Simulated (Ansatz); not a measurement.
## Ga4As3P: competing structures

The calculation used DFT PBE, scalar-relativistic, plane waves, PAW (Ansatz 0.2.0). Settings: cutoff 420 eV, Γ-centred meshes spaced at most about 0.3 Å⁻¹ (2π included), Gaussian smearing. No spin polarisation.

Formation energies are uncorrected and refer to the elements' standard structures at the same level. The references include black phosphorus.

These are static total energies at zero pressure. Only the structures computed here compete, so a lower one can exist. Kohn–Sham gaps at this level usually fall short of measured ones. The reference forms of As and P are held partly by dispersion forces, which this level lacks.

Invented guesses were relaxed alike, and ends that match in structure were merged. ΔE counts from the first row. Coordination counts As or P atoms around Ga (for each partner element, those within 1.25 times its shortest distance or 1.15 times the sum of covalent radii, where it is the nearest in units of that sum or under 1.3). The ends were matched against large subsets of the Crystallography Open Database and the Materials Project, so a missing match doesn't prove that a structure is unreported.

```json
{"#": "1", "reached from": "a cell proposed by chemical analogy", "type and space group": "I-42m (No. 121)", "atoms": "8", "Å³/atom": "23.0", "coordination": "Ga 4", "ΔE (meV/atom)": "0", "gap on mesh (eV)": "0.50", "in databases": "no match"}
{"#": "2", "reached from": "Mg4Te3Se type (P-4m2)", "type and space group": "P-4m2 (No. 115)", "atoms": "8", "Å³/atom": "23.0", "coordination": "Ga 4", "ΔE (meV/atom)": "2", "gap on mesh (eV)": "0.47", "in databases": "no match"}
{"#": "3", "reached from": "Zn3CdSe4 type (P-43m)", "type and space group": "P-43m (No. 215)", "atoms": "8", "Å³/atom": "23.0", "coordination": "Ga 4", "ΔE (meV/atom)": "3", "gap on mesh (eV)": "0.48", "in databases": "no match"}
{"#": "4", "reached from": "a cell proposed by chemical analogy", "type and space group": "Pmn2_1 (No. 31)", "atoms": "16", "Å³/atom": "22.9", "coordination": "Ga 4", "ΔE (meV/atom)": "10", "gap on mesh (eV)": "0.51", "in databases": "no match"}
```

The first two are tied within the noise. The first: Space group I-42m (No. 121), tetragonal, a = 5.684 Å, c = 11.365 Å. Ga has 1 P at 2.40 Å and 3 As at 2.48–2.49 Å; around P lie 4 Ga at 2.40 Å; around As on a site of symmetry -4 lie 4 Ga at 2.48 Å; around As on a site of symmetry -42m lie 4 Ga at 2.49 Å. Its energy over the elements is −0.368 eV/atom. A negative formation energy is needed for stability but isn't enough: competing phases decide. An observed structure of this formula, if there is one, may be missing.

```yaml
crystal:
  lattice:
    - [-2.84214, 2.84214, 5.68245]
    - [2.84214, -2.84214, 5.68245]
    - [2.84214, 2.84214, -5.68245]
  atoms:
    - { symbol: Ga, position: [0.12071, 0.12071, 0.48682] }
    - { symbol: Ga, position: [0.63389, 0.63389, 0.51318] }
    - { symbol: Ga, position: [0.36611, 0.87929, 0.00000] }
    - { symbol: Ga, position: [0.87929, 0.36611, 0.00000] }
    - { symbol: P, position: [0.00000, 0.00000, 0.00000] }
    - { symbol: As, position: [0.25000, 0.75000, 0.50000] }
    - { symbol: As, position: [0.75000, 0.25000, 0.50000] }
    - { symbol: As, position: [0.50000, 0.50000, 0.00000] }
```

The second: Space group P-4m2 (No. 115), tetragonal, a = 4.019 Å, c = 11.372 Å. Around Ga on its first site lie 2 P at 2.42 Å and 2 As at 2.48 Å; Ga on its second site has 4 As at 2.48 Å; P is surrounded by 4 Ga at 2.42 Å; As on a site of symmetry 2mm has 4 Ga at 2.48 Å; 1 more site not described. Counting As or P atoms around Ga, the first and the second both have Ga 4. Cells relaxed within their symmetry can be saddle points.

All four arrangements keep Ga fourfold coordinated, and the lowest three lie within 3 meV/atom, so the energy depends only weakly on how As and P share the anion sites. The two anions are isovalent and form similar polar-covalent sp³ bonds with Ga, leaving mainly the size mismatch to tell the orderings apart. In the first structure the Ga–P bonds stay shorter, at 2.40 Å against 2.48–2.49 Å for Ga–As, so the network takes up the mismatch largely by bending bond angles, which costs little.

The gaps vary just as little, as expected when every structure has filled bonding states of mainly anion p character and a conduction edge with strong Ga s character.

Such small differences suggest that configurational entropy would favour a disordered anion sublattice at growth temperatures, in line with the familiar GaAs–GaP solid solution. The negative formation energy mainly reflects Ga–anion bonding and is no measure of a drive towards As/P ordering or mixing.
